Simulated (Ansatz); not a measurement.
# Ni: properties at the relaxed cell

The task here is to estimate one member of a computed series from the others.

Method: DFT PBEsol, scalar-relativistic, plane waves, PAW, in Ansatz 0.2.0.

2 further runs of the same task are left out: 2 set aside as unsound or not needed.

### The system as given

The structure is cubic, space group Fm-3m (No. 225). Conventional cell: a = 3.463 Å, b = 3.463 Å, c = 3.463 Å, α = 90.00°, β = 90.00°, γ = 90.00°. Ni (site symmetry m-3m) has 12 Ni at 2.45 Å as nearest neighbours.

As a file:

```xyz
1
Lattice="0.0000 1.7316 1.7316 1.7316 0.0000 1.7316 1.7316 1.7316 0.0000" Properties=species:S:1:pos:R:3 pbc="T T T"
Ni    0.0000    0.0000    0.0000
```

It is the result of an earlier relaxation at this level (volume 10.38 Å³/atom; gap on the mesh: none (metal), site moments up to 0.7 μB).

The first run:

input.yaml reads:

```yaml
crystal:
  lattice:
    - [0.0, 1.7315727406, 1.7315727406]
    - [1.7315727406, 0.0, 1.7315727406]
    - [1.7315727406, 1.7315727406, 0.0]
  atoms:
    - { symbol: Ni, position: [0.0, 0.0, 0.0], spin: 0.73 }
basis:
  ecutwfc: 420
kpoints:
  mp_grid: { grid: [20, 20, 20] }
  band_path:
    path:
      - [[0.0, 0.0, 0.0], [0.5, 0.0, 0.5], [0.625, 0.25, 0.625]]
      - [[0.375, 0.375, 0.75], [0.0, 0.0, 0.0], [0.5, 0.5, 0.5], [0.5, 0.25, 0.75], [0.5, 0.0, 0.5]]
    npoints: 14
hamiltonian:
  xc: pbesol
scf:
  occupations: { method: gaussian, width: 0.1 }
  n_extra_bands: 6
output:
  forces: true
  stress: true
  eigenvalues: true
  populations: true
  dos: { projected: true, de: 0.02, nscf_kmesh: { grid: [30, 30, 30] } }
  bader: true
  write_density: true
  write_potential: true
  elf: true
  volumetric_format: npy
magnetization:
  spin_polarized: true
checkpoint:
  read: start.run
  write: ck
  compress: false
  write_wavefunctions: false
  write_every: 100000
```

Command:

```sh
> ansatz run input.yaml --threads 1 --pin off --max-ram 2560MiB --backend cpu --events-out ev --progress --plain --runs-dir out
```

Steps of the session up to this table: Electronic structure at the relaxed geometry; The cell as listed, for comparison; Point at V/V0 = 0.97; Volume × 1.03; The cell scaled to 0.94 of its volume; The cell scaled to 1.06 of its volume; Point at V/V0 = 0.91; The cell scaled to 1.10 of its volume; Volume × 0.88.

One table of the session follows, with a row left open; its other results are not shown here.

```
volume (Å³/atom)  energy above the lowest point (meV/atom)  pressure (GPa)  largest moment (μB)
           9.138                                     137.8           40.26                 0.64
           9.449                                      72.5           27.41                 0.65
           9.761                                         ?               ?                    ?
          10.072                                       7.0            7.59                 0.66
          10.384                                       0.0            0.00                 0.67
          10.695                                       6.5           -6.37                 0.67
          11.007                                      24.4          -11.70                 0.68
          11.422                                      62.7          -17.49                 0.69
```

Estimate the missing values for volume (Å³/atom) = 9.761.

Worked estimate for «energy above the lowest point (meV/atom)». A straight line through the neighbours (9.449, 72.5) and (10.072, 7.0) gives 72.5 + (7.0 − 72.5) × (9.761 − 9.449) / (10.072 − 9.449) = 39.7; a parabola fitted to 4 rows on both sides gives 30.0.

As computed: energy above the lowest point (meV/atom): 30.2; pressure (GPa): 16.64; largest moment (μB): 0.65. In «energy above the lowest point (meV/atom)» the line misses by +9.5 and the parabola by -0.2.

Caveats from the session: Warnings in the runs' records: stability check not made.
